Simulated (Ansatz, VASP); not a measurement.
## One calculation of Hf, two programs

Contents of INCAR:

```
ALGO = Normal
EDIFF = 1E-6
ENCUT = 520
GGA = PS
ISIF = 2
ISMEAR = 0
IVDW = 13
LASPH = T
LCHARG = F
LREAL = F
LWAVE = F
NBANDS = 11
NELM = 60
PREC = Accurate
SIGMA = 0.3
```

Contents of KPOINTS:

```
k-points
0
Gamma
  11 11 11
```

The input POSCAR:

```
Hf
1.0
    3.1395540000      0.0000000000      0.0000000000
    1.5697770000      2.7189335206      0.0000000000
    1.5697770000      0.9063111735      2.5634351066
Hf
1
Direct
    0.0000000000      0.0000000000      0.0000000000
```

Input for Ansatz:

```yaml
crystal:
  lattice:
    a: 3.139554
    b: 3.139554
    c: 3.139554
    alpha: 60.0
    beta: 60.0
    gamma: 60.0
  atoms:
    - { symbol: Hf, position: [0.0, 0.0, 0.0] }
kpoints:
  mp_grid:
    grid: [11, 11, 11]
    shift: [0.0, 0.0, 0.0]
hamiltonian:
  xc: pbesol
  dispersion: d4
  pseudopotentials:
    kind: paw
scf:
  occupations:
    method: gaussian
    width: 0.3
output:
  forces: true
  stress: true
```

This isn't the form of Hf at room conditions, which is hcp.

Alike in both runs: task single point; functional PBEsol; dispersion D4; k mesh 11 × 11 × 11; occupations gaussian, width 0.3 eV; no spin polarisation.

```csv
,VASP,Ansatz
version,VASP 6.6.1,Ansatz 0.2.0
potentials or method,"VASP PAW PBE potentials, release 64 (Hf_pv)","plane waves, PAW"
plane-wave cutoff (eV),520,420
valence electrons in the cell,10,26
```

|  | VASP | Ansatz | Ansatz less VASP |
| --- | --- | --- | --- |
| pressure (GPa) | -2.7 | -2.3 | +0.39 |
| dispersion energy (meV/atom) | -125.0 | -125.2 | -0.16 |

The two sets of potentials don't hold the same shells in valence.

Caveats: the PAW data sets were made with another functional, which shifts forces and pressure a little (VASP); pairwise dispersion overbinds metals, which lowers pressure and volume. Spin-orbit coupling is left out, which matters for the levels of Hf.
